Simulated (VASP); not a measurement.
A VASP 6.6.1 single-point calculation on GaP

INCAR

```
PREC = Accurate
LCHARG = .FALSE.
LWAVE = .FALSE.
ISMEAR = 1
ENCUT = 520
NSW = 0
ISIF = 2
EDIFF = 1E-7
NBANDS = 16
SIGMA = 0.1
IBRION = -1
NELM = 51
LREAL = .FALSE.
LASPH = .TRUE.
IVDW = 12
GGA = PS
```

KPOINTS

```
KPOINTS created by Atomic Simulation Environment
0
Gamma
8 8 8
0 0 0
```

POSCAR

```
Ga P
 1.0000000000000000
     3.1864348745051778    0.0000000000000000    0.0000000000000000
    -0.0000000000000000    3.1864348745051778    0.0000000000000000
     0.0000000000000000    0.0000000000000000    3.1864348745051778
 Ga  P
   1   1
Cartesian
  0.0000000000000000  0.0000000000000000  0.0000000000000000
  1.5932174372525889  1.5932174372525889  1.5932174372525889
```

The recommended PBE PAW datasets give the neutral cell 18 valence electrons.

Command

```
mpirun -np 1 vasp_std
```

OSZICAR

```
N       E                     dE             d eps       ncg     rms          rms(c)
DAV:   1     0.673028058107E+02    0.67303E+02   -0.91335E+03  1224   0.175E+03
DAV:   2    -0.434067216354E+01   -0.71643E+02   -0.68208E+02  1256   0.283E+02
DAV:   3    -0.862601844836E+01   -0.42853E+01   -0.42657E+01  1440   0.555E+01
DAV:   4    -0.867658406493E+01   -0.50566E-01   -0.50553E-01  1344   0.617E+00
DAV:   5    -0.867749954515E+01   -0.91548E-03   -0.91532E-03  1504   0.778E-01    0.330E+00
DAV:   6    -0.859550958753E+01    0.81990E-01   -0.12429E-01  1432   0.815E+00    0.189E+00
DAV:   7    -0.858138671077E+01    0.14123E-01   -0.23726E-02  1712   0.183E+00    0.559E-01
DAV:   8    -0.857965414113E+01    0.17326E-02   -0.31946E-03  1400   0.785E-01    0.458E-02
DAV:   9    -0.857964657599E+01    0.75651E-05   -0.19951E-04  1616   0.180E-01    0.388E-02
DAV:  10    -0.857964732507E+01   -0.74908E-06   -0.63315E-06  1320   0.252E-02    0.274E-02
DAV:  11    -0.857964855279E+01   -0.12277E-05   -0.22426E-06  1472   0.272E-02    0.702E-03
DAV:  12    -0.857964875008E+01   -0.19728E-06   -0.12817E-07  1008   0.436E-03    0.116E-03
DAV:  13    -0.857964872645E+01    0.23626E-07   -0.17706E-08   704   0.151E-03
   1 F= -.92841176E+01 E0= -.92838144E+01  d E =-.909675E-03
```

From OUTCAR

```
k-points           NKPTS =     35   k-points in BZ     NKDIM =     35   number of bands    NBANDS=     16

   NELECT =      18.0000    total number of electrons

   dimension x,y,z NGX =    24 NGY =   24 NGZ =   24
   dimension x,y,z NGXF=    48 NGYF=   48 NGZF=   48

  energy-cutoff  :      520.00
  volume of cell :       32.35
      direct lattice vectors                 reciprocal lattice vectors
     3.186434875  0.000000000  0.000000000     0.313830359  0.000000000  0.000000000
     0.000000000  3.186434875  0.000000000     0.000000000  0.313830359  0.000000000
     0.000000000  0.000000000  3.186434875     0.000000000  0.000000000  0.313830359

 k-points in reciprocal lattice and weights: KPOINTS created by Atomic Simulation Env
   0.00000000  0.00000000  0.00000000       0.002
   0.12500000  0.00000000  0.00000000       0.012
   0.25000000  0.00000000  0.00000000       0.012
   0.37500000  0.00000000  0.00000000       0.012
   0.50000000  0.00000000  0.00000000       0.006
   0.12500000  0.12500000  0.00000000       0.023
   0.25000000  0.12500000  0.00000000       0.047
   0.37500000  0.12500000  0.00000000       0.047
   ...

 E-fermi :   7.5416

 k-point     1 :       0.0000    0.0000    0.0000
  band No.  band energies     occupation
      1      -7.4464      2.00000
      2      -7.4464      2.00000
      3      -7.2900      2.00000
      4      -7.2900      2.00000
      5      -7.2900      2.00000
      6      -6.5017      2.00000
      7       6.4832      2.00000
      8       6.6030      2.00000
      9       6.6030      2.00000
     10       6.6030      2.00000
     11      11.7356      0.00000
     12      11.7356      0.00000
     13      18.2346      0.00000
     14      18.2346      0.00000
     15      18.2346      0.00000
     16      21.4744      0.00000

 k-point     2 :       0.1250    0.0000    0.0000
  band No.  band energies     occupation
      1      -7.4439      2.00000
      2      -7.4287      2.00000
      3      -7.2994      2.00000
      4      -7.2994      2.00000
      5      -7.2890      2.00000
      6      -6.2909      2.00000
      7       4.2422      2.00000
      8       6.8031      2.00000
      9       6.8031      2.00000
     10       7.8773     -0.00002
     11      11.9228      0.00000
     12      13.1496      0.00000
     13      17.0480      0.00000
     14      17.0480      0.00000
     15      17.4142      0.00000
     16      21.5936      0.00000

 k-point     3 :       0.2500    0.0000    0.0000
  band No.  band energies     occupation
      1      -7.4380      2.00000
      2      -7.3884      2.00000
      3      -7.3219      2.00000
      4      -7.3219      2.00000
      5      -7.2865      2.00000
      6      -5.6696      2.00000
      7       1.7618      2.00000
      8       7.3732      2.03854
      9       7.3732      2.03854
     10       8.7440     -0.00000
     11      12.4672      0.00000
     12      14.4858      0.00000
     13      14.9930      0.00000
     14      14.9930      0.00000
     15      17.4959      0.00000
     16      20.1255      0.00000

 ...

  Total      -1.18482    -1.18482    -1.18482     0.00000    -0.00000    -0.00000
  in kB     -58.67424   -58.67424   -58.67424     0.00000    -0.00000    -0.00000
  external pressure =      -58.67 kB  Pullay stress =        0.00 kB

 POSITION                                       TOTAL-FORCE (eV/Angst)
 -----------------------------------------------------------------------------------
      0.00000      0.00000      0.00000         0.000000      0.000000      0.000000
      1.59322      1.59322      1.59322         0.000000      0.000000      0.000000
 -----------------------------------------------------------------------------------
    total drift:                                0.000000      0.000000      0.000000

  FREE ENERGIE OF THE ION-ELECTRON SYSTEM (eV)
  ---------------------------------------------------
  free  energy   TOTEN  =        -9.2841176187 eV

  energy  without entropy=       -9.2832079439  energy(sigma->0) =       -9.28381439
```

It converged. Results: gap between bands v and c on the k mesh -3.65 eV (bands overlap: a metal); least direct gap on the k mesh 0.00 eV; pressure -5.9 GPa. Band v is the last that the valence electrons fill when counted band by band, and c is the next.

For comparison, a separate PBEsol run of the intended cell, on usual settings and not on those above, gives a gap of -3.65 eV on its mesh and a pressure of -2.2 GPa.

The run above took about 5 s on one core of a shared host (Intel Xeon 6975P-C) and held 0.14 GiB at most.
